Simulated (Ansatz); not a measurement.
Two G0W0 runs on WS2/WS2 (bilayer of trigonal-prismatic sheets, stacked parallel).

The cell holds 6 atoms: 2 W and 4 S. Its edges and angles: a = 3.157 Å, b = 3.157 Å, c = 42.900 Å, α = 90.0°, β = 90.0°, γ = 120.0°. Regions: layer 1 (WS2), 3 atoms (1 W and 2 S); layer 2 (WS2), 3 atoms (1 W and 2 S). Vacuum lies along c.

```xyz
6
Lattice="3.1570 0.0000 0.0000 -1.5785 2.7340 0.0000 0.0000 0.0000 42.9000" Properties=species:S:1:pos:R:3
W     0.0000    1.8227   18.1083
S     1.5785    0.9113   19.6832
S     1.5785    0.9113   16.5314
W     0.0000    1.8227   24.7917
S     1.5785    0.9113   26.3686
S     1.5785    0.9113   23.2168
```

The structure was relaxed with PBE-D3(BJ). The runs that relaxed it are not among those shown. Spin-orbit coupling is left out unless a run names it.

The first (Ansatz 0.2.0; start PBE, 9×9×1 mesh, 601 empty bands, screening to 80 eV, PAW set soft_1 files; 1 × NVIDIA H100 80GB HBM3 (shared by 6 runs) with 3 threads of AMD EPYC 7R13 (Zen 3), shared host) gave, on its mesh: starting gap 1.75 eV, G0W0 gap 2.39 eV, mean of 1 + 4πα/V (set by the cell height) 3.47, 3.8 min.

Question: The second changes empty bands from 601 to 245 and screening cutoff (eV) from 80.0 to 44. What does it give?

It gave: starting gap 1.75 eV, G0W0 gap 2.35 eV, mean of 1 + 4πα/V (set by the cell height) 3.50, 44 s. The G0W0 gap moves by −0.04 eV, +0.00 eV from the start and −0.04 eV from the correction. Σc changes by +0.31 eV at the valence top and +0.27 eV at the conduction bottom, and Σx − Vxc between them by −0.0001 eV.

Limits: not at the basis limit; coarse mesh for a sheet; no spin-orbit coupling.

[Paths, hosts, dates, memory and timing lines, banners, echoed tables and standing remarks are left out of the program output.]

[Logs are printed without paths, hosts, clocks, repeated set-up lines and the standing remarks that a program may print on its own settings, such as how far it seeks lower states.]

[Runs of the session that timed out or met a known fault of the program may be left out.]

[Cells called generated may have been cut or substituted from an entry of the Crystallography Open Database or the Materials Project.]

[Hosts, paths, dates, database ids (printed as entryN), source tags and the programs' standing remarks are cut or masked in the printed files.]
